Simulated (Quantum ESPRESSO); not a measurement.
Runs of Quantum ESPRESSO 7.5 on Ta2N. It takes space group P-3m1 (No. 164, trigonal). The conventional cell has a = 3.113 Å, b = 3.113 Å, c = 4.870 Å, α = 90.00°, β = 90.00°, γ = 120.00°. Ta (site symmetry 3m) has 3 N at 2.18 Å as nearest neighbours. Around N (site symmetry -3m) lie 6 Ta at 2.18 Å. The cell comes from a database or a generator and needn't be the stable form of this composition.

```tsv
level	U	mixing beta	gap on the mesh (eV)	pressure (GPa)	largest force (eV/Å)
PBEsol+U	Ta d U = 2 eV	0.3	none	-12.3	0.30
PBEsol	-	0.5	none	-9.1	0.27
PBEsol+U	Ta d U = 4 eV	0.3	none	-15.5	0.33
PBEsol+U	Ta d U = 5 eV	0.3	none	-17.2	0.35
PBEsol+U	Ta d U = 6 eV	0.3	none	(b)	(a)
PBEsol+U	Ta d U = 3 eV	0.3	none	-13.9	0.32
PBEsol+U	Ta d U = 8 eV	0.3	none	-21.9	0.44
PBEsol+U	Ta d U = 1 eV	0.3	none	-10.7	0.29
```

Alike in all rows: task single point; potentials or basis GBRV 1.5 PBEsol; no spin polarisation; cell as given; k mesh 10 × 10 × 6; cutoff (eV) 762; smearing fermi-dirac 0.05 eV.

Problem. Fill in the values left out.

Solution. (a) 0.38; (b) -18.8.

Caveats: U without spin polarisation on a metal has little footing (some runs).

A k mesh can miss the band edges, and the runs leave out spin-orbit coupling on Ta.

A gap of «none» marks a metal or a gap under the smearing width.
